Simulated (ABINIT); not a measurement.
# BAs (F-43m) in ABINIT: a series of runs

One crystal, BAs, is run at these levels: LDA, OLYP, WC; tasks: band structure, equation of state.

Program: ABINIT 10.8.3 (patched build). These are calculated values, not measurements. Logs are shortened: lines on timing, memory, paths and dates and some standing lists are left out, and cuts for length are marked. The log counts tension as positive stress, the text compression.

**Measured values to compare with.**

From “Basic Physical Properties of Cubic Boron Arsenide”, 2019, arxiv:1911.11281, for a bulk crystal of BAs: bulk modulus 148 GPa.

The results are compared with them further down.

## 1. Starting point

The structure is cubic, space group F-43m (No. 216). Conventional cell: a = 4.777 Å, b = 4.777 Å, c = 4.777 Å, α = 90.00°, β = 90.00°, γ = 90.00°. Around As (site symmetry -43m) lie 4 B at 2.07 Å. Around B (site symmetry -43m) lie 4 As at 2.07 Å.

## 2. Band structure, LDA, spin-orbit coupling, no magnetisation

File run.abi:

```
# Datasets: ground state, then fixed potential
ndtset 2

# Pseudopotentials
pp_dirpath "./"
pseudos "As.LDA_PW-JTH_sp.xml, B.LDA_PW-JTH.xml"

# Structure
acell 3*1.0 Angstrom
rprim
     0.0000000000     2.3885000000     2.3885000000
     2.3885000000     0.0000000000     2.3885000000
     2.3885000000     2.3885000000     0.0000000000
ntypat 2
znucl 33 5
natom 2
typat 1 2
xcart
     3.5827500000     3.5827500000     3.5827500000
     0.0000000000     0.0000000000     0.0000000000 Angstrom

# Plane-wave basis
ecut 15.0
pawecutdg 30.0

# Exchange and correlation
ixc 7

# Bands and occupations
occopt 3
tsmear 0.05 eV

# Spin
nspinor 2
nspden 1
pawspnorb 1

# SCF cycle
nstep 100

# Output
iomode 3
prtwf 0
prteig 0
prtebands 0
enunit 2
prtden1 1

# Dataset 1
kptopt1 4
ngkpt1 10 10 10
nshiftk1 1
shiftk1 0.0 0.0 0.0
nband1 16
tolvrs1 1.0e-9

# Dataset 2: bands along G-X-W-K-G-L-U-W-L-K
iscf2 -2
getden2 1
nband2 24
nbdbuf2 2
tolwfr2 1.0e-12
kptopt2 -9
ndivsm2 5
prteig2 1
kptbounds2
     0.0000000000     0.0000000000     0.0000000000
     0.5000000000     0.0000000000     0.5000000000
     0.5000000000     0.2500000000     0.7500000000
     0.3750000000     0.3750000000     0.7500000000
     0.0000000000     0.0000000000     0.0000000000
     0.5000000000     0.5000000000     0.5000000000
     0.6250000000     0.2500000000     0.6250000000
     0.5000000000     0.2500000000     0.7500000000
     0.5000000000     0.5000000000     0.5000000000
     0.3750000000     0.3750000000     0.7500000000
```

Potentials or basis: JTH PAW LDA v2.0 sp.

The run is started by

```console
$ abinit run.abi > log 2>&1
```

run.abo:

```text
.Version 10.8.3 of ABINIT
 DATASET    1 : space group F2 3 (#196); Bravais cF (face-center cubic)
================================================================================
 Values of the parameters that define the memory need for DATASET  1.
     intxc =       0    ionmov =       0      iscf =      17    lmnmax =       8
     lnmax =       4     mgfft =      24  mpssoang =       2    mqgrid =    3001
     natom =       2  nloc_mem =       2    nspden =       1   nspinor =       2
    nsppol =       1      nsym =      12    n1xccc =       1    ntypat =       2
    occopt =       3   xclevel =       1
       mpw =         532          nfft =       13824          nkpt =          95
 PAW method is used; the additional fine FFT grid is defined by:
   mgfftf=        32    nfftf =     32768
================================================================================
================================================================================

 DATASET    2 : space group F2 3 (#196); Bravais cF (face-center cubic)
================================================================================
 Values of the parameters that define the memory need for DATASET  2.
     intxc =       0    ionmov =       0      iscf =      -2    lmnmax =       8
     lnmax =       4     mgfft =      24  mpssoang =       2    mqgrid =    3001
     natom =       2  nloc_mem =       2    nspden =       1   nspinor =       2
    nsppol =       1      nsym =      12    n1xccc =       1    ntypat =       2
    occopt =       3   xclevel =       1
       mpw =         532          nfft =       13824          nkpt =          87
 PAW method is used; the additional fine FFT grid is defined by:
   mgfftf=        32    nfftf =     32768
================================================================================
================================================================================

--------------------------------------------------------------------------------
------------- Echo of variables that govern the present computation ------------
--------------------------------------------------------------------------------
 -outvars: echo values of preprocessed input variables --------
            acell      1.8897261259E+00  1.8897261259E+00  1.8897261259E+00 Bohr
              amu      7.49215900E+01  1.08110000E+01
             ecut      1.50000000E+01 Hartree
           enunit           2
           getden1          0
           getden2          1
             iscf1         17
             iscf2         -2
                       outvar_i_n : Printing only first  50 k-points.
              ixc           7
           jdtset        1    2
                       outvar_i_n : Printing only first  50 k-points.
           kptopt1          4
           kptopt2         -9
         kptrlatt       10    0    0      0   10    0      0    0   10
          kptrlen1     6.38320968E+01
          kptrlen2     3.00000000E+01
            natom           2
            nband1         16
            nband2         24
           nbdbuf1          0
           nbdbuf2          2
           ndtset           2
           ndivsm1          0
           ndivsm2          5
            ngfft          24      24      24
          ngfftdg          32      32      32
             nkpt1         95
             nkpt2         87
          nspinor           2
            nstep         100
             nsym          12
           ntypat           2
[... 978 lines left out ...]
iteration_state: {dtset: 2, }
comment   : Summary of ground state results
lattice_vectors:
- [  0.0000000,   4.5136109,   4.5136109, ]
- [  4.5136109,   0.0000000,   4.5136109, ]
- [  4.5136109,   4.5136109,   0.0000000, ]
lattice_lengths: [   6.38321,    6.38321,    6.38321, ]
lattice_angles: [ 60.000,  60.000,  60.000, ] # degrees, (23, 13, 12)
lattice_volume:   1.8390873E+02
convergence: {deltae:  0.000E+00, res2:  0.000E+00, residm:  9.931E-13, diffor:  0.000E+00, }
etotal    :  -9.39142663E+00
entropy   :   0.00000000E+00
fermie    :   1.11268629E-01
cartesian_stress_tensor: null
pressure_GPa: null
xred      :
- [  7.5000E-01,   7.5000E-01,   7.5000E-01, As]
- [  0.0000E+00,   0.0000E+00,   0.0000E+00,  B]
cartesian_forces: null
force_length_stats: {min: null, max: null, mean: null, }
...

 Integrated electronic density in atomic spheres:
 ------------------------------------------------
 Atom  Sphere_radius  Integrated_density
    1        2.10392          2.86145894
    2        1.70617          1.77212665

================================================================================

 ----iterations are completed or convergence reached----

 Mean square residual over all n,k,spin=   41.032E-14; max=  99.315E-14
 reduced coordinates (array xred) for    2 atoms
       0.750000000000      0.750000000000      0.750000000000
       0.000000000000      0.000000000000      0.000000000000

 cartesian coordinates (angstrom) at end:
    1      3.58275000000000     3.58275000000000     3.58275000000000
    2      0.00000000000000     0.00000000000000     0.00000000000000
 length scales=  1.889726125908  1.889726125908  1.889726125908 bohr
              =  1.000000000000  1.000000000000  1.000000000000 angstroms
 Eigenvalues (hartree) for nkpt=  87  k points:
 kpt#   1, nband= 24, wtk=  1.00000, kpt=  0.0000  0.0000  0.0000 (reduced coord)
  -0.47542   -0.47542    0.08459    0.08459    0.09277    0.09277    0.09277    0.09277
   0.20564    0.20564    0.21378    0.21378    0.21378    0.21378    0.26385    0.26385
   0.43958    0.43958    0.58878    0.58878    0.58878    0.58878    0.62835    0.62871
 kpt#   2, nband= 24, wtk=  1.00000, kpt=  0.0357  0.0000  0.0357 (reduced coord)
  -0.47440   -0.47440    0.07950    0.07950    0.08749    0.08749    0.08772    0.08772
   0.20612    0.20612    0.21607    0.21607    0.21997    0.21997    0.26933    0.26933
   0.44379    0.44379    0.56076    0.56076    0.59000    0.59000    0.63080    0.63102
 kpt#   3, nband= 24, wtk=  1.00000, kpt=  0.0714  0.0000  0.0714 (reduced coord)
  -0.47133   -0.47133    0.06616    0.06616    0.07359    0.07359    0.07502    0.07502
   0.19939    0.19939    0.23090    0.23090    0.23611    0.23611    0.28192    0.28192
   0.45596    0.45596    0.52091    0.52091    0.59367    0.59367    0.63775    0.63792
 kpt#   4, nband= 24, wtk=  1.00000, kpt=  0.1071  0.0000  0.1071 (reduced coord)
  -0.46623   -0.46623    0.04712    0.04712    0.05543    0.05543    0.05868    0.05868
   0.18967    0.18967    0.25261    0.25261    0.25812    0.25812    0.29499    0.29499
   0.47493    0.47493    0.48572    0.48572    0.59979    0.59979    0.64922    0.64959
 kpt#   5, nband= 24, wtk=  1.00000, kpt=  0.1429  0.0000  0.1429 (reduced coord)
[... 316 lines left out ...]
  -0.34439   -0.34432   -0.20876   -0.20731   -0.10288   -0.10029   -0.01710   -0.01703
   0.18617    0.18667    0.34343    0.34343    0.36693    0.36722    0.39490    0.39792
   0.49097    0.49343    0.58441    0.58450    0.67686    0.68091    0.73346    0.73580
 kpt#  85, nband= 24, wtk=  1.00000, kpt=  0.4028  0.4028  0.6944 (reduced coord)
  -0.33664   -0.33658   -0.20480   -0.20271   -0.12156   -0.11833   -0.02510   -0.02503
   0.17709    0.17758    0.33994    0.34044    0.39137    0.39200    0.40482    0.40727
   0.48239    0.48455    0.58209    0.58216    0.69394    0.70055    0.76086    0.76107
 kpt#  86, nband= 24, wtk=  1.00000, kpt=  0.3889  0.3889  0.7222 (reduced coord)
  -0.32974   -0.32971   -0.20434   -0.20177   -0.13149   -0.12778   -0.03193   -0.03186
   0.16954    0.17000    0.31832    0.31934    0.41350    0.41404    0.42973    0.43226
   0.47683    0.47838    0.58639    0.58646    0.70084    0.70856    0.79156    0.79307
 kpt#  87, nband= 24, wtk=  1.00000, kpt=  0.3750  0.3750  0.7500 (reduced coord)
  -0.32552   -0.32550   -0.20679   -0.20429   -0.13097   -0.12732   -0.03735   -0.03728
   0.16375    0.16418    0.29396    0.29519    0.42998    0.43053    0.44755    0.45046
   0.48174    0.48258    0.59934    0.59941    0.70132    0.70939    0.81097    0.81317
 Eigenvalues (   eV  ) for nkpt=  87  k points:
 kpt#   1, nband= 24, wtk=  1.00000, kpt=  0.0000  0.0000  0.0000 (reduced coord)
 -12.93694  -12.93694    2.30173    2.30173    2.52450    2.52450    2.52450    2.52450
   5.59561    5.59561    5.81716    5.81716    5.81716    5.81716    7.17981    7.17981
  11.96153   11.96153   16.02146   16.02146   16.02146   16.02146   17.09835   17.10802
 kpt#   2, nband= 24, wtk=  1.00000, kpt=  0.0357  0.0000  0.0357 (reduced coord)
 -12.90906  -12.90906    2.16326    2.16326    2.38085    2.38085    2.38704    2.38704
   5.60875    5.60875    5.87956    5.87956    5.98573    5.98573    7.32885    7.32885
  12.07604   12.07604   15.25898   15.25898   16.05476   16.05476   17.16502   17.17081
 kpt#   3, nband= 24, wtk=  1.00000, kpt=  0.0714  0.0000  0.0714 (reduced coord)
 -12.82553  -12.82553    1.80036    1.80036    2.00243    2.00243    2.04132    2.04132
   5.42555    5.42555    6.28312    6.28312    6.42482    6.42482    7.67134    7.67134
  12.40733   12.40733   14.17475   14.17475   16.15463   16.15463   17.35412   17.35878
 kpt#   4, nband= 24, wtk=  1.00000, kpt=  0.1071  0.0000  0.1071 (reduced coord)
 -12.68675  -12.68675    1.28212    1.28212    1.50846    1.50846    1.59684    1.59684
   5.16110    5.16110    6.87387    6.87387    7.02374    7.02374    8.02700    8.02700
  12.92359   12.92359   13.21722   13.21722   16.32108   16.32108   17.66605   17.67614
 kpt#   5, nband= 24, wtk=  1.00000, kpt=  0.1429  0.0000  0.1429 (reduced coord)
[... 317 lines left out ...]
   5.06586    5.07943    9.34509    9.34529    9.98456    9.99243   10.74577   10.82786
  13.36011   13.42696   15.90272   15.90502   18.41839   18.52849   19.95853   20.02217
 kpt#  85, nband= 24, wtk=  1.00000, kpt=  0.4028  0.4028  0.6944 (reduced coord)
  -9.16032   -9.15870   -5.57277   -5.51598   -3.30784   -3.21987   -0.68295   -0.68120
   4.81881    4.83217    9.25031    9.26375   10.64970   10.66679   11.01578   11.08229
  13.12659   13.18515   15.83941   15.84134   18.88312   19.06286   20.70394   20.70969
 kpt#  86, nband= 24, wtk=  1.00000, kpt=  0.3889  0.3889  0.7222 (reduced coord)
  -8.97274   -8.97173   -5.56042   -5.49055   -3.57789   -3.47700   -0.86883   -0.86705
   4.61332    4.62599    8.66201    8.68975   11.25199   11.26654   11.69355   11.76233
  12.97532   13.01738   15.95656   15.95829   19.07096   19.28086   21.53932   21.58055
 kpt#  87, nband= 24, wtk=  1.00000, kpt=  0.3750  0.3750  0.7500 (reduced coord)
  -8.85787   -8.85742   -5.62708   -5.55888   -3.56384   -3.46464   -1.01641   -1.01449
   4.45585    4.46749    7.99918    8.03240   11.70032   11.71542   12.17833   12.25768
  13.10895   13.13157   16.30901   16.31085   19.08401   19.30339   22.06758   22.12750

== END DATASET(S) ==============================================================
================================================================================

 -outvars: echo values of variables after computation  --------
            acell      1.8897261259E+00  1.8897261259E+00  1.8897261259E+00 Bohr
           etotal1    -9.3914266271E+00
            fcart1    -8.7386898332E-31  5.8257932221E-32  4.0780552555E-31
                       8.7386898332E-31 -5.8257932221E-32 -4.0780552555E-31
            rprim      0.0000000000E+00  2.3885000000E+00  2.3885000000E+00
                       2.3885000000E+00  0.0000000000E+00  2.3885000000E+00
                       2.3885000000E+00  2.3885000000E+00  0.0000000000E+00
           strten1     1.0926673066E-04  1.0926673066E-04  1.0926673066E-04
                       0.0000000000E+00  0.0000000000E+00  0.0000000000E+00
           xangst      3.5827500000E+00  3.5827500000E+00  3.5827500000E+00
                       0.0000000000E+00  0.0000000000E+00  0.0000000000E+00
             xred      7.5000000000E-01  7.5000000000E-01  7.5000000000E-01
                       0.0000000000E+00  0.0000000000E+00  0.0000000000E+00
 Calculation completed.
```

Run time: 61 s. Hardware: 1 thread of Arm Neoverse V2, shared host; peak memory 0.11 GiB.

What came out:

| Item | Value |
| --- | --- |
| Free energy | -255.5537 eV |
| Pressure | -3.2 GPa |
| Band gap on the k mesh | 1.06 eV, indirect (least direct gap 3.07 eV) |
| Band gap along the path | 1.06 eV, indirect (least direct gap 3.07 eV) |
| Valence electrons inside the program's atomic spheres | As 2.86; B 1.77 |

Levels at the corners of the path, in eV from the valence-band top:
```
point  band 4  band 5  band 6  band 7  band 8  band 9  band 10  band 11  band 12  band 13
    Γ   -0.22    0.00    0.00    0.00    0.00    3.07     3.07     3.29     3.29     3.29
    X   -8.50   -4.20   -4.20   -4.06   -4.06    1.27     1.27     1.36     1.36    11.19
    W   -7.98   -5.65   -5.50   -5.28   -5.27    5.21     5.21     5.88     5.88     6.66
    K   -8.08   -6.09   -5.99   -3.54   -3.54    1.93     1.94     5.47     5.51     9.18
    Γ   -0.22    0.00    0.00    0.00    0.00    3.07     3.07     3.29     3.29     3.29
    L   -8.82   -1.95   -1.95   -1.80   -1.80    2.64     2.64     4.68     4.68     4.79
    U   -8.08   -6.09   -5.99   -3.54   -3.54    1.93     1.94     5.47     5.51     9.18
    W   -7.98   -5.65   -5.50   -5.28   -5.27    5.21     5.21     5.88     5.88     6.66
    L   -8.82   -1.95   -1.95   -1.80   -1.80    2.64     2.64     4.68     4.68     4.79
    K   -8.08   -6.09   -5.99   -3.54   -3.54    1.93     1.94     5.47     5.51     9.18
```

Caveat: this set keeps more shells in the core, which shifts pressures and gaps.

## 3. Band structure, OLYP

File run.abi:

```
# Datasets: ground state, then fixed potential
ndtset 2

# Pseudopotentials
pp_dirpath "./"
pseudos "As.GGA_PBE-JTH_sp.xml, B.GGA_PBE-JTH.xml"

# Structure
acell 3.3778490937 3.3778490937 3.3778490937 Angstrom
rprim
     0.0000000000     0.7071067812     0.7071067812
     0.7071067812     0.0000000000     0.7071067812
     0.7071067812     0.7071067812     0.0000000000
ntypat 2
znucl 33 5
natom 2
typat 1 2
xred
     0.7500000000     0.7500000000     0.7500000000
     0.0000000000     0.0000000000     0.0000000000

# Plane-wave basis
ecut 15.0
pawecutdg 30.0

# Exchange and correlation
ixc -110131

# Bands and occupations
occopt 3
tsmear 0.05 eV

# SCF cycle
nstep 100

# Output
iomode 3
prtwf 0
prteig 0
prtebands 0
prtden1 1

# Dataset 1
kptopt1 1
ngkpt1 10 10 10
nshiftk1 1
shiftk1 0.0 0.0 0.0
nband1 8
tolvrs1 1.0e-9

# Dataset 2: bands along G-X-W-K-G-L-U-W-L-K
iscf2 -2
getden2 1
nband2 12
nbdbuf2 2
tolwfr2 1.0e-12
kptopt2 -9
ndivsm2 5
prteig2 1
kptbounds2
     0.0000000000     0.0000000000     0.0000000000
     0.5000000000     0.0000000000     0.5000000000
     0.5000000000     0.2500000000     0.7500000000
     0.3750000000     0.3750000000     0.7500000000
     0.0000000000     0.0000000000     0.0000000000
     0.5000000000     0.5000000000     0.5000000000
     0.6250000000     0.2500000000     0.6250000000
     0.5000000000     0.2500000000     0.7500000000
     0.5000000000     0.5000000000     0.5000000000
     0.3750000000     0.3750000000     0.7500000000
```

Potentials or basis: JTH PAW PBE v2.0 sp.

The run is started by

```console
$ abinit run.abi > log 2>&1
```

Wall time 13 s (1 thread of Arm Neoverse V2, shared host); peak memory 0.11 GiB.

It converged, with:

```yaml
Free_energy: -250.5540 eV
Pressure: 2.5 GPa
Band_gap_on_the_k_mesh: 1.34 eV, indirect (least direct gap 3.32 eV)
Band_gap_along_the_path: 1.34 eV, indirect (least direct gap 3.32 eV)
Valence_electrons_inside_the_program's_atomic_spheres: As 2.86; B 1.77
```

Levels at the corners of the path, in eV from the valence-band top:
```
point  band 1  band 2  band 3  band 4  band 5  band 6  band 7  band 8
    Γ  -15.40    0.00    0.00    0.00    3.32    3.32    3.32    4.79
    X  -11.22   -8.57   -4.06   -4.06    1.58    1.66   11.61   11.61
    W  -11.07   -8.14   -5.43   -5.15    5.55    6.13    7.06    7.15
    K  -11.27   -8.21   -5.88   -3.48    2.22    5.78    9.41    9.98
    Γ  -15.40    0.00    0.00    0.00    3.32    3.32    3.32    4.79
    L  -12.56   -8.76   -1.82   -1.82    2.79    4.89    4.89    9.41
    U  -11.27   -8.21   -5.88   -3.48    2.22    5.78    9.41    9.98
    W  -11.07   -8.14   -5.43   -5.15    5.55    6.13    7.06    7.15
    L  -12.56   -8.76   -1.82   -1.82    2.79    4.89    4.89    9.41
    K  -11.27   -8.21   -5.88   -3.48    2.22    5.78    9.41    9.98
```

Caveat: the PAW data sets were made with another functional, which shifts forces and pressure a little; this set keeps more shells in the core, which shifts pressures and gaps.

## 4. Equation of state, WC

File run.abi:

```
# Datasets: one volume each
ndtset 7
getwfk -1
scalecart1 3*0.9795861087
scalecart2 3*0.9864848297
scalecart3 3*0.9932883884
scalecart4 3*1.0000000000
scalecart5 3*1.0066227096
scalecart6 3*1.0131594038
scalecart7 3*1.0196128224

# Pseudopotentials
pp_dirpath "./"
pseudos "As.GGA_PBE-JTH.xml, B.GGA_PBE-JTH.xml"

# Structure
acell 3.3778490937 3.3778490937 3.3778490937 Angstrom
rprim
     0.0000000000     0.7071067812     0.7071067812
     0.7071067812     0.0000000000     0.7071067812
     0.7071067812     0.7071067812     0.0000000000
ntypat 2
znucl 33 5
natom 2
typat 1 2
xred
     0.7500000000     0.7500000000     0.7500000000
     0.0000000000     0.0000000000     0.0000000000

# Plane-wave basis
ecut 15.0
pawecutdg 30.0

# k points
kptopt 1
ngkpt 10 10 10
nshiftk 1
shiftk 0.0 0.0 0.0

# Exchange and correlation
ixc 23

# Bands and occupations
nband 13
occopt 3
tsmear 0.00183747

# SCF cycle
nstep 100
tolvrs 1.0e-9

# Output
iomode 3
prtwf 1
prtden 0
prteig 0
prtebands 0
enunit 1
```

Potentials or basis: JTH PAW PBE v2.0.

The run is started by

```console
$ abinit run.abi > log 2>&1
```

It took 53 s on 1 thread of Arm Neoverse V2, shared host; peak memory 0.13 GiB.

It converged, with:

| Property | Result |
| --- | --- |
| Equilibrium volume | 13.58 Å³/atom |
| Bulk modulus | 140 GPa |
| Pressure derivative of the bulk modulus | 4.1 |

Energy against volume, from the lowest point:
| volume (Å³/atom) | energy (meV/atom) |
| --- | --- |
| 12.809 | 21.25 |
| 13.081 | 8.59 |
| 13.354 | 1.68 |
| 13.626 | 0.00 |
| 13.899 | 3.06 |
| 14.171 | 10.32 |
| 14.444 | 21.45 |

Caveat: pressures at fixed basis lie under the slope of the energies; the PAW data sets were made with another functional, which shifts forces and pressure a little.

## 5. Overview

```csv
task,level,potentials or basis,spin,gap on the mesh (eV),pressure (GPa)
band structure,LDA,JTH PAW LDA v2.0 sp,"SOC, no magnetisation",1.06,-3.2
band structure,OLYP,JTH PAW PBE v2.0 sp,off,1.34,2.5
equation of state,WC,JTH PAW PBE v2.0,off,-,-
```

Alike in all rows: cell as given; k mesh 10 × 10 × 10; cutoff (eV) 408; smearing fermi-dirac 0.05 eV.

Caveats: this set keeps more shells in the core, which shifts pressures and gaps (some runs); the PAW data sets were made with another functional, which shifts forces and pressure a little (some runs); pressures at fixed basis lie under the slope of the energies (some runs).

Absolute energies hang on the potentials; compare differences alone.

## 6. Comparison with measurements

Step 4. Measured bulk modulus of BAs: 148 GPa (quoted in “Basic Physical Properties of Cubic Boron Arsenide”, 2019, arxiv:1911.11281). This calculation gives 140 GPa (-5.4 %). The fit is for a static lattice scaled at fixed shape and fixed fractional positions.
